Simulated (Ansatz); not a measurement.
# TiO2 (P4_2/mnm) in Ansatz: Born charges and dielectric tensor with PBE

Aim: the Born charges and dielectric tensor of TiO2 with PBE.

Program: Ansatz 0.2.0. These are calculated values, not measurements. Logs are shortened: lines on timing, memory, paths and dates and some standing lists are left out, and cuts for length are marked.

**What was measured.**

From “Shallow Valence Band of Rutile GeO2 and P-type Doping”, 2020, arxiv:2011.08928, for a bulk crystal of TiO2 at 1.6 K: band gap 3.03 eV (direct).

The results are compared with them further down.

### Step 1. The structure

The structure is tetragonal, space group P4_2/mnm (No. 136). The conventional cell has a = 4.600 Å, b = 4.600 Å, c = 2.959 Å, α = 90.00°, β = 90.00°, γ = 90.00°. Ti (site symmetry mmm) is surrounded by 6 O at 1.95 to 1.98 Å. O (site symmetry m2m) has 3 Ti at 1.95 to 1.98 Å as nearest neighbours.

The cell is a database's computed one.

### Step 2. Born charges and dielectric tensor, PBE

File input.yaml:

```yaml
crystal:
  lattice:
    - [4.5998373239, 0.0, 0.0]
    - [0.0, 4.5998373239, 0.0]
    - [0.0, 0.0, 2.95921356]
  atoms:
    - { symbol: Ti, position: [0.0, 0.0, 0.5] }
    - { symbol: Ti, position: [0.5, 0.5, 0.0] }
    - { symbol: O, position: [0.30432132, 0.30432132, 0.5] }
    - { symbol: O, position: [0.19567868, 0.80432132, 0.0] }
    - { symbol: O, position: [0.80432132, 0.19567868, 0.0] }
    - { symbol: O, position: [0.69567868, 0.69567868, 0.5] }
hamiltonian:
  xc: pbe
  pseudopotentials: { kind: paw }
kpoints:
  mp_grid: { grid: [6, 6, 8] }
scf:
  occupations: { method: fixed }
output:
  eigenvalues: true
dielectric:
  method: response
```

Potentials or basis: Ansatz PAW.

The run is started by

```
> ansatz run input.yaml --threads 2 --pin off --max-ram 5632MiB --backend cpu --events-out ev --progress --plain --runs-dir out
```

What it wrote:

```text
Warning: RAYON_NUM_THREADS=2 ignored (pool sized by the plan → 2); use --threads N
Engine: ansatz 0.2.0, x86_64-unknown-linux-gnu
Pseudopotentials: kind: paw
Pseudopotential: Ti, paw, valence charge 12, recommended cutoff 420 eV (normal), Ti.paw.azcp
Pseudopotential: O, paw, valence charge 6, recommended cutoff 420 eV (normal), O.paw.azcp
Functional definition: PBE
  parameter kappa = 0.804
  parameter beta = 0.06672455060314922
  exchange = pbe_x(kappa = kappa, mu = beta*pi^2/3)
  correlation = pbe_c(beta = beta)
Crystal: 6 atoms, lattice volume = 62.613 Å³
Basis set: ecut = 420 eV, 1217 PW (Γ), exchange–correlation on 64×64×40 points (8 copies of the dense FFT grid, shifted against one another)
Bands: 30, of which v1, the nominal top of the filled ones, is band 24 counted from 1 (23 counted from 0)
Symmetry: 16 space group operations
k-points: 104 of 288 (irreducible under 2 space group operations, time reversal used)
Non-local potential: Ti, projectors of the file, l = 0: 3, l = 1: 2, l = 2: 3, l = 3: 1
Non-local potential: O, projectors of the file, l = 0: 2, l = 1: 2, l = 2: 1
PAW form: soft (Blöchl's): semilocal exchange-correlation on the pseudo side does not see the compensation charge
PAW one-centre angular grid: Ti, 590 points (default); XC on 64 Gauss nodes
PAW one-centre angular grid: O, 110 points (default); XC on 64 Gauss nodes
Initial density: superposition of atomic densities (neutral atoms: chi_scale 0, normalization atom), corrected by the library's trained network
Initial wavefunctions: pseudopotential atomic-orbital guess
Functional: x = pbe(κ = 0.804, μ = 0.2195149727645171), c = pbe(β = 0.06672455060314922)
SCF iter   1: F=—  HF=-7277.286430 eV  |F-HF|=—  |Δ(HF+E_count)|=         —  Δρ=2.13e-3  dr2=1.72e-3  ethr=1.77e-3  ⟨swp⟩=3.7  Hψ=11600  notcnv=0  defer=231
preconditioner: auto → Resta (q_TF=auto, 2.610 Å⁻¹)  ε∞=9.0  [insulator: Δε(μ)=1.845 eV  Ē_g=9.401 eV  n_scr=18 (ndim 8)  ℏωp=26.5 eV  f_vac=0.019  ε∞_Penn≈9.0]
SCF iter   2: F=—  HF=-7277.287151 eV  |F-HF|=—  |Δ(HF+E_count)|=   7.21e-4  Δρ=1.26e-3  dr2=5.16e-4  ethr=3.57e-6  ⟨swp⟩=2.7  Hψ=6143  notcnv=0  defer=415
SCF iter   3: F=—  HF=-7277.287409 eV  |F-HF|=—  |Δ(HF+E_count)|=   2.58e-4  Δρ=6.29e-4  dr2=1.46e-4  ethr=1.07e-6  ⟨swp⟩=2.0  Hψ=4414  notcnv=0  defer=416
SCF iter   4: F=—  HF=-7277.287557 eV  |F-HF|=—  |Δ(HF+E_count)|=   1.48e-4  Δρ=1.39e-4  dr2=1.09e-5  ethr=3.05e-7  ⟨swp⟩=2.2  Hψ=4607  notcnv=0  defer=226
SCF iter   5: F=—  HF=-7277.287567 eV  |F-HF|=—  |Δ(HF+E_count)|=   9.37e-6  Δρ=2.97e-5  dr2=5.76e-7  ethr=2.28e-8  ⟨swp⟩=2.0  Hψ=4277  notcnv=0  defer=160
SCF iter   6: F=—  HF=-7277.287567 eV  |F-HF|=—  |Δ(HF+E_count)|=   1.54e-7  Δρ=9.54e-6  dr2=6.79e-8  ethr=1.20e-9  ⟨swp⟩=2.2  Hψ=5270  notcnv=0  defer=160
SCF iter   7: F=—  HF=-7277.287567 eV  |F-HF|=—  |Δ(HF+E_count)|=   5.70e-8  Δρ=2.58e-6  dr2=4.74e-9  ethr=1.42e-10  ⟨swp⟩=2.0  Hψ=4252  notcnv=0  defer=160
SCF iter   8: F=—  HF=-7277.287567 eV  |F-HF|=—  |Δ(HF+E_count)|=   5.61e-9  Δρ=4.93e-7  dr2=1.19e-10  ethr=9.88e-12  ⟨swp⟩=2.0  Hψ=4608  notcnv=0  defer=160
SCF iter   9: F=-7277.287567 eV  HF=-7277.287567 eV  |F-HF|=2.73e-12  |Δ(HF+E_count)|=  2.08e-10  Δρ=9.95e-8  dr2=4.26e-12  ethr=1.00e-12  ⟨swp⟩=7.1  Hψ=8788  notcnv=0
SCF 1 converged in 9 iterations: F = -7277.287567 eV  dr2 = 4.26e-12
DFPT response loops at Γ: preconditioner auto → Resta (q_TF=auto, 2.610 Å⁻¹)  ε∞=5.7 (no band partly filled); β = 1.00, the filter's whole step (`scf.mixing.beta` (0.50) is not read by the response loops at its default; to damp them type it under 1.00, their step now; it binds the ground state too); Broyden in place of MSR1
[... 18 lines left out ...]
E sigma→0 (E₀):  -7277.287567 eV
Fermi energy:    9.099844 eV
--- Per-component energies (eV) ---
  E_band       = -392.963381
  E_kinetic    = 1246.817055
  E_local      = -3088.962924  (includes V_loc(G=0)·N_el)
  E_nonlocal   = 196.396683
  E_hartree    = 1176.204683
  E_xc         = -492.777456
  E_vxc        = -624.103865  (∫ρ·V_xc dr)
  E_paw        = -2721.880511  (= ΣΔE_a)
  E_vpaw       = -475.529846  (= ΣTr[D̂ρ^β])
  E_aug_tail   = 0.010118  (compensation charges beyond the density's cutoff)
  E_ewald      = -3593.095214
  E_smearing   = -0.000000  (= −TS)
  E_closure    = 0.000000  (closes the sum)
  Σ components = -7277.287567   (vs F -7277.287567, Δ=0.00e0)
--- Band table (eV; the first three rows and the last of 104) ---
  k-point 0: bands = ["-47.7785", "-47.7616", "-24.0953", "-24.0953", "-23.9314", "-23.9314", "-23.8914", "-23.8571", "-9.0994", "-7.9325", "-7.2026", "-7.2026", "3.3449", "3.7613", "4.1950", "5.2922", "5.2922", "6.5507", "6.5507", "7.1204", "8.3954", "8.6473", "8.6473", "9.0998", "10.9650", "11.2525", "11.4971", "11.5952", "11.5952", "13.4792"]
  k-point 1: bands = ["-47.7720", "-47.7564", "-24.0781", "-24.0781", "-23.9574", "-23.9284", "-23.9284", "-23.9266", "-8.9386", "-7.8424", "-7.2779", "-7.2779", "3.5694", "3.9298", "4.3739", "5.1245", "5.1245", "6.6652", "6.8592", "6.8592", "7.7758", "8.3392", "8.3392", "9.0195", "11.3304", "11.3953", "11.4017", "11.7918", "11.7918", "13.5379"]
  k-point 2: bands = ["-47.7559", "-47.7439", "-24.1133", "-24.0913", "-24.0347", "-24.0347", "-23.9230", "-23.9230", "-8.5225", "-7.6468", "-7.4588", "-7.4588", "4.1400", "4.3361", "4.8964", "5.0063", "5.0063", "5.7814", "6.6522", "7.3252", "7.3252", "7.6137", "7.6137", "8.6301", "11.3294", "11.6378", "11.9228", "12.2215", "12.2215", "13.1809"]
  k-point 103: bands = ["-47.7296", "-47.7296", "-24.3209", "-24.3209", "-23.9561", "-23.9561", "-23.9353", "-23.9353", "-7.8041", "-7.8041", "-7.5279", "-7.5279", "4.3903", "4.3903", "4.5409", "4.5409", "5.5752", "5.5752", "6.3663", "6.3663", "7.8136", "7.8136", "8.4278", "8.4278", "11.6980", "11.6980", "12.3009", "12.3009", "12.3139", "12.3139"]
--- Dielectric response (ions clamped): 3 representative field directions + reference, inside a basis on a mesh of 288 k-points (Σ response iterations 15) ---
  ε∞ (high-frequency dielectric tensor):
        7.382374     0.000000     0.000000
        0.000000     7.382374     0.000000
        0.000000     0.000000     8.775774
  Born effective charges Z* (e; rows j = field, columns β = displacement):
    site 0:
         6.30893    1.02399    0.00000
         1.02399    6.30893    0.00000
         0.00000    0.00000    7.65699
    site 1:
         6.30893   -1.02399    0.00000
        -1.02399    6.30893    0.00000
         0.00000    0.00000    7.65699
    site 2:
        -3.15446   -1.80809    0.00000
        -1.80809   -3.15446    0.00000
         0.00000    0.00000   -3.82850
    site 3:
        -3.15446    1.80809    0.00000
         1.80809   -3.15446    0.00000
         0.00000    0.00000   -3.82850
    site 4:
        -3.15446    1.80809    0.00000
         1.80809   -3.15446    0.00000
         0.00000    0.00000   -3.82850
    site 5:
        -3.15446   -1.80809    0.00000
        -1.80809   -3.15446    0.00000
         0.00000    0.00000   -3.82850
  Z* charge neutrality: 5.704e-3 e pre-enforcement
  solved inside a basis spanned on kpoints, on 6×6×8 k-points, its susceptibility summed on 8×8×12: ε∞ is read to err by 2.6e-2, Z* by 3.8e-2 e (field_mesh: kpoints solves on kpoints); Z* is corrected for what the basis lacks
```

It took 40 s on 2 threads of Intel Xeon 6975P-C (Granite Rapids), shared host; peak memory 1 GiB.

Results:

* Free energy: -7277.2876 eV
* Band gap on the k mesh: 1.87 eV, direct
* Electronic dielectric tensor (diagonal): 7.38, 7.38, 8.78
* Born charges (mean of the diagonal): Ti +6.76; O -3.38 e

Electronic dielectric tensor:
```
7.38 0.00 0.00
0.00 7.38 0.00
0.00 0.00 8.78
```

Born effective charge tensors (e):
atom 1, Ti
```
6.31 1.02 0.00
1.02 6.31 0.00
0.00 0.00 7.66
```
atom 2, Ti
```
 6.31 -1.02  0.00
-1.02  6.31  0.00
 0.00  0.00  7.66
```
atom 3, O
```
-3.15 -1.81  0.00
-1.81 -3.15  0.00
 0.00  0.00 -3.83
```
atom 4, O
```
-3.15  1.81  0.00
 1.81 -3.15  0.00
 0.00  0.00 -3.83
```
atom 5, O
```
-3.15  1.81  0.00
 1.81 -3.15  0.00
 0.00  0.00 -3.83
```
atom 6, O
```
-3.15 -1.81  0.00
-1.81 -3.15  0.00
 0.00  0.00 -3.83
```

### Step 3. How close it comes

Step 2. Against the measured gap of TiO2, 3.03 eV (direct; 1.6 K; quoted in “Shallow Valence Band of Rutile GeO2 and P-type Doping”, 2020, arxiv:2011.08928), the calculated 1.87 eV is off by -1.16 eV. 2 values of this kind are on record in papers (3.03 to 3.05 eV); this one was drawn at random among those near their median. The value is that of PBE on a finite k mesh, which can miss the band edges, without temperature or zero-point motion. Semilocal functionals fall short of measured gaps as a rule. The cell is a database's relaxed one, not the measured one, which moves gaps too.
